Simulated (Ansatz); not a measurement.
**PtAl2: changing the pressure**

The cell as given:

It takes space group Fm-3m (No. 225, cubic). The conventional cell has a = 5.910 Å, b = 5.910 Å, c = 5.910 Å, α = 90.00°, β = 90.00°, γ = 90.00°. Pt (site symmetry m-3m) has 8 Al at 2.56 Å as nearest neighbours. Around Al (site symmetry -43m) lie 4 Pt at 2.56 Å.

Kept alike: task relaxation of cell and atoms; functional PBE; k mesh 8 × 8 × 8; occupations fermi-dirac, width 0.05 eV; no spin polarisation. Program: Ansatz, Ansatz PAW, cutoff 420 eV. The mesh is that of the run's cell of 3 atoms. No spin-orbit coupling.

| run | volume (Å³/atom) |
| --- | --- |
| A | 15.559 |
| B | 16.393 |
| C | 14.898 |
| D | 17.262 |
| E | 17.525 |
| F | 16.911 |

The relaxations keep at least the cell's symmetry (Fm-3m). For a metal such a mesh leaves the last digits unconverged. The runs follow the start's structure, whether or not it is the stable one at these pressures. P is the pressure aimed at, which the runs meet within some hundredths to tenths of a GPa.

Q: The runs differ in the pressure alone: 0; 2; 5; 10; 20; 30 GPa. Which run is which?

A: Run A is 20 GPa; run B is 10 GPa; run C is 30 GPa; run D is 2 GPa; run E is 0 GPa; run F is 5 GPa. The volume falls from 17.525 to 14.898 Å³/atom between 0 and 30 GPa. The volume falls ever more slowly, since the solid stiffens under load. At the pressures aimed at, which the runs meet within some tenths of a GPa, the step from 0 to 5 GPa gives a mean bulk modulus near 140 GPa, the last step 230 GPa.
